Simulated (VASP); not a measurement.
# PtS2 (P-3m1) in VASP: further runs

Aim: see how the results for PtS2 move with the level of theory and the settings. Levels: LDA, PBE. Tasks: phonons, Born charges and dielectric tensor.

Program: VASP 6.6.1. These are calculated values, not measurements. Logs are shortened: lines on timing, memory, paths and dates and some standing lists are left out, and cuts for length are marked.

**1. The structure**

It takes space group P-3m1 (No. 164, trigonal). Conventional cell: a = 3.543 Å, b = 3.543 Å, c = 5.039 Å, α = 90.00°, β = 90.00°, γ = 120.00°. Pt (site symmetry -3m) is surrounded by 6 S at 2.34 Å. S (site symmetry 3m) is surrounded by 3 Pt at 2.34 Å.

**2. Phonons, LDA**

POSCAR

```
PtS2
1.0
    3.5432000000      0.0000000000      0.0000000000
   -1.7716000000      3.0685012107      0.0000000000
    0.0000000000      0.0000000000      5.0388000000
Pt S
1 2
Direct
    0.0000000000      0.0000000000      0.0000000000
    0.6666666667      0.3333333333      0.7730000000
    0.3333333333      0.6666666667      0.2270000000
```

INCAR.step1

```
SYSTEM = PtS2
PREC = Accurate ; ENCUT = 600
EDIFF = 1E-8 ; ISMEAR = -1
SIGMA = 0.05 ; LREAL = .FALSE.
LASPH = .TRUE. ; NELM = 80
ALGO = Fast ; ISIF = 3
LWAVE = .FALSE. ; LCHARG = .FALSE.
GGA = CA ; IBRION = 2
NSW = 40 ; EDIFFG = -0.002
```

INCAR.step2

```
SYSTEM = PtS2
PREC = Accurate ; ENCUT = 600
EDIFF = 1E-8 ; ISMEAR = -1
SIGMA = 0.05 ; LREAL = .FALSE.
LASPH = .TRUE. ; NELM = 80
ALGO = Fast ; ISIF = 2
LWAVE = .FALSE. ; LCHARG = .FALSE.
GGA = CA ; IBRION = 8
NSW = 1
```

KPOINTS

```
regular mesh
0
G
  7 7 4
  0 0 0
```

Potentials or basis: VASP PAW LDA potentials, release 64 (Pt, S).

On the command line:

```sh
cat potpaw_LDA.64/Pt/POTCAR potpaw_LDA.64/S/POTCAR > POTCAR
cp INCAR.step1 INCAR
mpirun -np 1 vasp_std > vasp.out
cp CONTCAR POSCAR
cp INCAR.step2 INCAR
mpirun -np 1 vasp_std > vasp.out
```

OUTCAR:

```text
SYSTEM = PtS2
   PREC = Accurate
   ENCUT = 600
   EDIFF = 1E-8
   ISMEAR = -1
   LREAL = .FALSE.
   LASPH = .TRUE.
   NELM = 80
   ISIF = 2
   GGA = CA
   IBRION = 8
   NSW = 1

 ion  position               nearest neighbor table
   1  0.000  0.000  0.000-   3 2.38   2 2.38   3 2.38   2 2.38   3 2.38   2 2.38
   2  0.667  0.333  0.737-   1 2.38   1 2.38   1 2.38
   3  0.333  0.667  0.263-   1 2.38   1 2.38   1 2.38

  LATTYP: Found a hexagonal cell.
 ALAT       =     3.5647007718
 C/A-ratio  =     1.2664246919

  Lattice vectors:

 A1 = (   3.5647007718,   0.0000000000,   0.0000000000)
 A2 = (  -1.7823503859,   3.0871214253,   0.0000000000)
 A3 = (   0.0000000000,   0.0000000000,   4.5144250766)

Analysis of symmetry for initial positions (statically):
=====================================================================
 Subroutine PRICEL returns:
 Original cell was already a primitive cell.

 Routine SETGRP: Setting up the symmetry group for a
 hexagonal supercell.

 Subroutine GETGRP returns: Found 12 space group operations
 (whereof 12 operations were pure point group operations)
 out of a pool of 24 trial point group operations.

The static configuration has the point symmetry D_3d.

Analysis of symmetry for dynamics (positions and initial velocities):
=====================================================================
 Subroutine PRICEL returns:
 Original cell was already a primitive cell.

 Routine SETGRP: Setting up the symmetry group for a
 hexagonal supercell.

 Subroutine GETGRP returns: Found 12 space group operations
 (whereof 12 operations were pure point group operations)
 out of a pool of 24 trial point group operations.

The dynamic configuration has the point symmetry D_3d.

 Subroutine INISYM returns: Found 12 space group operations
 (whereof 12 operations are pure point group operations),
 and found     1 'primitive' translations

----------------------------------------------------------------------------------------

                                     Primitive cell

  volume of cell :      49.6797

  direct lattice vectors                    reciprocal lattice vectors
     3.564700772  0.000000000  0.000000000     0.280528455  0.161963179 -0.000000000
    -1.782350386  3.087121425  0.000000000     0.000000000  0.323926358 -0.000000000
     0.000000000  0.000000000  4.514425077     0.000000000  0.000000000  0.221512149

  length of vectors
     3.564700772  3.564700772  4.514425077     0.323926358  0.323926358  0.221512149

  position of ions in fractional coordinates (direct lattice)
     0.000000000  0.000000000  0.000000000
     0.666666667  0.333333333  0.737345638
     0.333333333  0.666666667  0.262654362

  ion indices of the primitive-cell ions
   primitive index   ion index
                 1           1
                 2           2
                 3           3

----------------------------------------------------------------------------------------

 KPOINTS: regular mesh

Automatic generation of k-mesh.
 Grid dimensions read from file:
 generate k-points for:    7    7    4

 Generating k-lattice:

  Cartesian coordinates                     Fractional coordinates (reciprocal lattice)
     0.040075494  0.023137597 -0.000000000     0.142857143  0.000000000 -0.000000000
     0.000000000  0.046275194 -0.000000000     0.000000000  0.142857143 -0.000000000
     0.000000000  0.000000000  0.055378037     0.000000000  0.000000000  0.250000000

  Length of vectors
[... 106 lines left out ...]
 E-fermi :   8.3350     XC(G=0): -11.5552

 val. band max:        8.2812097926   @ k =   0.0000   0.1429   0.2500
 cond. band min:       8.3554897765   @ k =   0.1429   0.1429   0.5000
 fundamental gap:      0.0742799838
 Fermi energy:         8.3349922353

 k-point     1 :       0.0000    0.0000    0.0000
  band No.  band energies     occupation
      1      -7.8023      2.00000
      2      -3.9413      2.00000
      3       0.5196      2.00000
      4       1.0826      2.00000
      5       1.0826      2.00000
      6       4.0686      2.00000
      7       4.0686      2.00000
      8       5.9555      2.00000
      9       6.8205      2.00000
     10       6.8205      2.00000
     11       8.6638      0.00278
     12       9.5013      0.00000
     13       9.5013      0.00000
     14      11.6559      0.00000
[... 401 lines left out ...]
      2      -5.1009      2.00000
      3       0.1252      2.00000
      4       1.5830      2.00000
      5       1.6130      2.00000
      6       3.5101      2.00000
      7       4.3366      2.00000
      8       4.8195      2.00000
      9       5.0456      2.00000
     10       5.6055      2.00000
     11       7.0720      2.00000
     12       9.0860      0.00000
     13       9.9487      0.00000
     14      13.1457      0.00000
     15      13.7542      0.00000

 [... further k-points ...]

------------------------ aborting loop because EDIFF is reached ----------------------------------------

  FORCE on cell =-STRESS in cart. coord.  units (eV):
  Direction    XX          YY          ZZ          XY          YZ          ZX
  --------------------------------------------------------------------------------------
  -------------------------------------------------------------------------------------
  Total       -0.0046311     -0.0046311     -0.0056724      0.0000000      0.0000000      0.0000000
  in kB       -0.1493527     -0.1493527     -0.1829371      0.0000000      0.0000000      0.0000000
  external PRESSURE =      -0.1605475 kB  Pullay stress =       0.0000000 kB

 VOLUME and BASIS-vectors are now :
 -----------------------------------------------------------------------------
  energy-cutoff  :      600.00
  volume of cell :       49.68
      direct lattice vectors                 reciprocal lattice vectors
     3.564700772  0.000000000  0.000000000     0.280528455  0.161963179 -0.000000000
    -1.782350386  3.087121425  0.000000000     0.000000000  0.323926358 -0.000000000
     0.000000000  0.000000000  4.514425077     0.000000000  0.000000000  0.221512149

 POSITION                                       TOTAL-FORCE (eV/Angst)
 -----------------------------------------------------------------------------------
      0.00000      0.00000      0.00000         0.000000     -0.000000      0.000000
      1.78235      1.02904      3.32869         0.000000     -0.000000     -0.001067
     -0.00000      2.05808      1.18573        -0.000000      0.000000      0.001067
 -----------------------------------------------------------------------------------
    total drift:                               -0.000000      0.000000      0.000000

  FREE ENERGIE OF THE ION-ELECTRON SYSTEM (eV)
  ---------------------------------------------------
  free  energy   TOTEN  =       -18.2153514178 eV

  energy  without entropy=      -18.2112003348  energy(sigma->0) =      -18.21327588

[... ionic steps 2 to 3 ...]

--------------------------------------- Ionic step        4  -------------------------------------------

------------------------ aborting loop because EDIFF is reached ----------------------------------------
[... 11 lines left out ...]
[... ionic steps 8 to 8 ...]

--------------------------------------- Ionic step        9  -------------------------------------------

 Free energy of the ion-electron system (eV)
  ---------------------------------------------------
  ---------------------------------------------------
  free energy    TOTEN  =        -0.11214599 eV

  energy without entropy =       -0.11215155

------------------------ aborting loop because EDIFF is reached ----------------------------------------

 INTERNAL STRAIN TENSOR  FOR ION    2  DIRECTION 3   (eV/Angst):
 -----------------------------------------------------------------------------
    11.34040 -0.00000 -0.00000
     0.00000 11.34040  0.00000
    -0.00000 -0.00000 13.52386

 INTERNAL STRAIN TENSOR FOR ION    3 for displacements in x,y,z  (eV/Angst):
          X           Y           Z          XY          YZ          ZX
  --------------------------------------------------------------------------------
  x    -0.00000     0.00000     0.00000     4.85113     0.00000    -8.91579
  y     4.85113    -4.85113    -0.00000     0.00000    -9.91673     0.00000
  z   -11.34040   -11.34040   -13.52386    -0.00000    -0.00000    -0.00000

 SECOND DERIVATIVES (NOT SYMMETRIZED)
 ------------------------------------
               1X          1Y          1Z          2X          2Y          2Z          3X          3Y          3Z
  1X   -17.444481    0.000000    0.000000    8.722240    0.000000    0.000000    8.722240    0.000000    0.000000
  1Y     0.000000  -17.444481   -0.000000    0.000000    8.722240    0.000000    0.000000    8.722240    0.000000
  1Z     0.000000   -0.000000  -18.469107    0.000000    0.000000    9.234554    0.000000    0.000000    9.234554
  2X     8.721903    0.000000    0.000000   -9.583715    0.000000    0.000000    0.861811   -0.000000    0.000000
  2Y     0.000000    8.721903    0.000000    0.000000   -9.583715   -0.000000    0.000000    0.861811    0.000000
  2Z     0.000000    0.000000    9.230802    0.000000   -0.000000  -11.328407    0.000000    0.000000    2.097606
  3X     8.721903    0.000000    0.000000    0.861811   -0.000000    0.000000   -9.583715    0.000000    0.000000
  3Y     0.000000    8.721903    0.000000    0.000000    0.861811    0.000000    0.000000   -9.583715   -0.000000
  3Z     0.000000    0.000000    9.230802    0.000000    0.000000    2.097606    0.000000   -0.000000  -11.328407

 Eigenvectors and eigenvalues of the dynamical matrix
 ----------------------------------------------------

   1 f  =   10.115838 THz    63.559684 2PiTHz  337.428030 cm-1    41.835725 meV
             X         Y         Z           dx          dy          dz
      0.000000  0.000000  0.000000     0.000000    0.000000    0.000000
      1.782350  1.029040  3.328692    -0.000000   -0.000000   -0.707107
     -0.000000  2.058081  1.185733    -0.000000   -0.000000    0.707107
[... 43 lines left out ...]
   9 f/i=    0.000848 THz     0.005327 2PiTHz    0.028281 cm-1     0.003506 meV
             X         Y         Z           dx          dy          dz
      0.000000  0.000000  0.000000    -0.000000    0.000000   -0.867475
      1.782350  1.029040  3.328692    -0.000000    0.000000   -0.351772
     -0.000000  2.058081  1.185733    -0.000000    0.000000   -0.351772

--------------------------------------------------------------------------------------------------------

 ELASTIC MODULI CONTR FROM IONIC RELAXATION (kBar)
 Direction    XX          YY          ZZ          XY          YZ          ZX
 --------------------------------------------------------------------------------
 XX        -763.1497   -472.5158   -736.7890     -0.0000    297.0587      0.0000
 YY        -472.5158   -763.1497   -736.7890      0.0000   -297.0587     -0.0000
 ZZ        -736.7890   -736.7890   -878.6488     -0.0000     -0.0000      0.0000
 XY          -0.0000      0.0000     -0.0000   -145.3169      0.0000    267.0753
 YZ         297.0587   -297.0587     -0.0000      0.0000   -607.2510     -0.0000
 ZX           0.0000     -0.0000      0.0000    267.0753     -0.0000   -490.8526
 --------------------------------------------------------------------------------
```

It took 6.6 min on 1 thread of Intel Xeon 6975P-C (Granite Rapids), shared host; peak memory 0.36 GiB.

What came out:

```
Relaxed volume                                          : 16.56 Å³/atom
Relaxed cell                                            : a = 3.565 Å, b = 3.565 Å, c = 4.514 Å, α = 90.00°, β = 90.00°, γ = 120.00°
Space group after relaxing (to 0.05 Å)                  : P-3m1 (No. 164)
Highest phonon frequency at Γ, LO-TO splitting left out : 337 cm⁻¹
```

The path:
```tsv
step	energy change (eV)	largest force (eV/Å)	pressure (GPa)	volume (Å³)
1	0.0000	0.8042	3.60	54.78
2	0.0380	0.4681	-7.53	58.10
3	-0.0253	0.2768	-1.13	56.02
4	-0.0370	0.1798	-0.82	55.51
5	-0.0431	0.0436	-0.38	54.80
6	-0.0481	0.1021	0.15	54.27
7	-0.0582	0.2837	1.95	52.68
8	-0.0477	0.6667	6.51	49.52
9	-0.0587	0.4226	3.36	51.68
10	-0.0593	0.4213	3.36	51.65
11	-0.0610	0.4168	3.32	51.54
12	-0.0643	0.4083	3.25	51.32
13	-0.0705	0.3934	3.14	50.89
14	-0.0801	0.3686	3.02	50.01
15	-0.0805	0.2794	3.24	48.21
16	-0.0841	0.3376	3.11	49.02
17	-0.0890	0.2532	2.06	49.33
18	-0.0933	0.0826	-0.03	49.99
19	-0.0933	0.0777	-0.09	50.01
20	-0.0934	0.0721	-0.08	49.99
21	-0.0937	0.0560	-0.05	49.96
22	-0.0940	0.0237	0.02	49.88
23	-0.0940	0.0146	0.03	49.86
24	-0.0941	0.0067	-0.06	49.87
25	-0.0941	0.0024	-0.15	49.88
26	-0.0941	0.0021	-0.14	49.87
27	-0.0941	0.0011	-0.11	49.83
28	-0.0942	0.0007	-0.06	49.76
29	-0.0942	0.0040	0.05	49.62
30	-0.0942	0.0029	0.01	49.67
31	-0.0942	0.0027	0.01	49.67
32	-0.0942	0.0025	0.01	49.68
33	-0.0942	0.0010	-0.01	49.68
```

Final structure:
```
Pt S
1.0
     3.56470    0.00000    0.00000
    -1.78235    3.08712    0.00000
     0.00000    0.00000    4.51443
Pt S
1 2
Direct
  0.00000 0.00000 0.00000
  0.66667 0.33333 0.73735
  0.33333 0.66667 0.26265
```

Phonon frequencies in cm⁻¹ (negative: imaginary):
```csv
q point,frequencies
"(0.000, 0.000, 0.000)",0 0 0 298 298 313 313 323 337
```

The run has no spin-orbit coupling, so splittings on Pt are missing.

(Part 1 of 3 ends here.)
